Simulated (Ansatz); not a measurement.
# GaAs: the cost of one run

Method: plane waves, PAW, in Ansatz 0.2.0.

1 further run of the same task is left out (it didn't finish). Runs told in other sessions of the task aren't counted.

## Step 1: The system as given

The structure is hexagonal, space group P6_3/mmc (No. 194). The conventional cell has a = 3.732 Å, b = 3.732 Å, c = 6.333 Å, α = 90.00°, β = 90.00°, γ = 120.00°. Ga (site symmetry -3m) has 6 As at 2.67 Å in its first shell of neighbours. Around As (site symmetry -6m2) lie 6 Ga at 2.67 Å.

As a file:

```
Ga As
1.0
     3.73217    0.00000    0.00000
    -1.86608    3.23215    0.00000
     0.00000    0.00000    6.33279
Ga As
2 2
Direct
  0.00000 0.00000 0.00000
  0.00000 0.00000 0.50000
  0.33333 0.66667 0.25000
  0.66667 0.33333 0.75000
```

The cell was relaxed beforehand with r2SCAN; those runs aren't shown.

## Step 2: PBE, anion s p, 6×6×4

Contents of input.yaml:

```yaml
crystal:
  lattice:
    - [3.7321680215, 0.0, 0.0]
    - [-1.8660840107, 3.2321523178, 0.0]
    - [0.0, 0.0, 6.3327909779]
  atoms:
    - { symbol: Ga, position: [0.0, 0.0, 0.0] }
    - { symbol: Ga, position: [0.0, 0.0, 0.5] }
    - { symbol: As, position: [0.3333333333, 0.6666666667, 0.25] }
    - { symbol: As, position: [0.6666666667, 0.3333333333, 0.75] }
kpoints:
  mp_grid: { grid: [6, 6, 4] }
  band_path:
    path:
      - [[0.0, 0.0, 0.0], [0.5, -4.458165411159e-17, 0.0], [0.3333333333333, 0.3333333333333, 0.0], [0.0, 0.0, 0.0], [0.0, 0.0, 0.5], [0.5, -4.458165411159e-17, 0.5], [0.3333333333333, 0.3333333333333, 0.5], [0.0, 0.0, 0.5]]
      - [[0.5, -4.458165411159e-17, 0.5], [0.5, -4.458165411159e-17, 0.0]]
      - [[0.3333333333333, 0.3333333333333, 0.5], [0.3333333333333, 0.3333333333333, 0.0]]
    npoints: 10
hamiltonian:
  xc: pbe
scf:
  occupations: { method: fermi_dirac, width: 0.02 }
  n_extra_bands: 6
output:
  forces: false
  stress: false
  eigenvalues: true
  wannier:
    kmesh: [6, 6, 4]
    projections: [{ species: As, l: s, shell: 4 }, { species: As, l: p, shell: 4 }]
    minimise: true
    write_hr: true
    conv_tol: 1.0e-08
    max_iter: 3000
```

On the command line:

```sh
> ansatz run input.yaml --threads 4 --pin off --max-ram 3686MiB --backend cpu --events-out ev --progress --plain --runs-dir out
```

Q: Estimate wall time and peak memory on 4 threads of Intel Xeon Platinum 8488C (Sapphire Rapids), shared host.

About 3.3 s, with a peak of 0.51 GiB.
